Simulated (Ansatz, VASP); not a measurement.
## TlBr2 in VASP and in Ansatz

```
Tl Br
1.0
     2.12655    1.22776    6.30654
    -2.12655    1.22776    6.30654
     0.00000   -2.45553    6.30654
Tl Br
1 2
Direct
  0.00000 0.00000 0.00000
  0.75899 0.75899 0.75899
  0.24101 0.24101 0.24101
```

Alike in both runs: functional r2SCAN; k mesh 6 × 6 × 6; occupations gaussian, width 0.1 eV; no spin polarisation.

Ansatz relaxed the structure, and its values are those at the end. VASP's run is a single point on that final structure, the one shown.

|  | VASP | Ansatz |
| --- | --- | --- |
| version | VASP 6.6.1 | Ansatz 0.2.0 |
| potentials or method | VASP PAW PBE potentials, release 64 (Tl_d, Br) | scalar-relativistic, plane waves, PAW |
| plane-wave cutoff (eV) | 520 | 500 |
| valence electrons in the cell | 27 | 27 |

```csv
,VASP,Ansatz,Ansatz less VASP
gap on the k mesh at the Fermi level (eV),none,none,-
pressure (GPa),0.1,0.1,0.00
```

A gap of «none» marks a metal or a gap that the smearing closes.

Caveats: the PAW data sets were made with another functional, which shifts forces and pressure a little (VASP); an odd number of electrons without spin polarisation forces a metal; a magnetic or distorted state may lie lower. The runs have no spin-orbit coupling, so splittings on Tl are missing.
